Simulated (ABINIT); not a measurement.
Crystal: TiCo.

```
Co Ti
1.0
     2.98611    0.00000    0.00000
     0.00000    2.98611    0.00000
     0.00000    0.00000    2.98611
Co Ti
1 1
Direct
  0.50000 0.50000 0.50000
  0.00000 0.00000 0.00000
```

The cell comes from a database or a generator and needn't be the stable form of this composition.

Base run:

| Property | Result |
| --- | --- |
| Program | ABINIT 10.8.3 (patched build) |
| Functional | WC |
| Potentials or basis | JTH PAW PBE v2.0 |
| Cutoff | 707 eV |
| k mesh | 9 × 9 × 9 |
| Occupations | fermi-dirac, width 0.05 eV |
| Spin | collinear spin, ferromagnetic start |
| Starting moments | [2.0, 1.0] μB |

Its results: band gap on the k mesh none (metal or under the smearing width); pressure -7.0 GPa; net moment 0.74 μB per cell; site moments Co +0.82; Ti -0.02 μB.

Question: The run is repeated on the same cell with these changes: functional from WC to revPBE. What comes out?

Answer: Band gap on the k mesh none (metal or under the smearing width); pressure 2.9 GPa; net moment 0.83 μB per cell; site moments Co +0.96; Ti -0.04 μB.

revPBE binds less tightly than WC, so the same cell stands under more pressure.

Caveats: small starting moments can end in a higher magnetic state in this program; the PAW data sets were made with another functional, which shifts forces and pressure a little.
